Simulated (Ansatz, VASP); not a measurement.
**HfC in VASP and in Ansatz**

Contents of INCAR:

```
  PREC = Accurate
  ENCUT = 520
  EDIFF = 1E-7
  ISMEAR = -1
  SIGMA = 0.05
  LREAL = F
  LASPH = T
  NELM = 100
  ALGO = Normal
  ISIF = 2
  LWAVE = F
  LCHARG = F
  GGA = PE
  NBANDS = 22
```

KPOINTS

```
regular mesh
0
Gamma
  9 9 5
```

File POSCAR:

```
HfC
1.0
    3.3204300345      0.0000000000      0.0000000000
   -1.6602150172      2.8755767613      0.0000000000
    0.0000000000      0.0000000000      5.1677954043
Hf C
2 2
Direct
    0.3333333333      0.6666666667      0.2500000000
    0.6666666667      0.3333333333      0.7500000000
    0.0000000000      0.0000000000      0.5000000000
    0.0000000000      0.0000000000      0.0000000000
```

File input.yaml:

```yaml
crystal:
  lattice:
    - [3.3204300345, 0.0, 0.0]
    - [-1.6602150172, 2.8755767613, 0.0]
    - [0.0, 0.0, 5.1677954043]
  atoms:
    - { symbol: Hf, position: [0.3333333333, 0.6666666667, 0.25] }
    - { symbol: Hf, position: [0.6666666667, 0.3333333333, 0.75] }
    - { symbol: C, position: [0.0, 0.0, 0.5] }
    - { symbol: C, position: [0.0, 0.0, 0.0] }
hamiltonian:
  xc: pbe
  pseudopotentials: { kind: paw }
kpoints:
  mp_grid: { grid: [9, 9, 5] }
scf:
  occupations: { method: fermi_dirac, width: 0.05 }
output:
  forces: true
  stress: true
  eigenvalues: true
```

Change from the starting cell: volume scaled by 0.98.

Alike in both runs: task single point; functional PBE; k mesh 9 × 9 × 5; occupations fermi-dirac, width 0.05 eV; no spin polarisation.

|  | VASP | Ansatz |
| --- | --- | --- |
| version | VASP 6.6.1 | Ansatz 0.2.0 |
| potentials or method | VASP PAW PBE potentials, release 64 (Hf_pv, C) | Ansatz PAW |
| plane-wave cutoff (eV) | 520 | 420 |
| valence electrons in the cell | 28 | 60 |

```tsv
	VASP	Ansatz	Ansatz less VASP
gap on the k mesh at the Fermi level (eV)	none	none	-
pressure (GPa)	3.5	4.1	+0.67
largest component of the traceless stress (GPa)	2.57	2.54	-0.035
```

A gap of «none» marks a metal or a gap that the smearing closes. The two sets of potentials don't hold the same shells in valence.

The runs have no spin-orbit coupling, so splittings on Hf are missing.
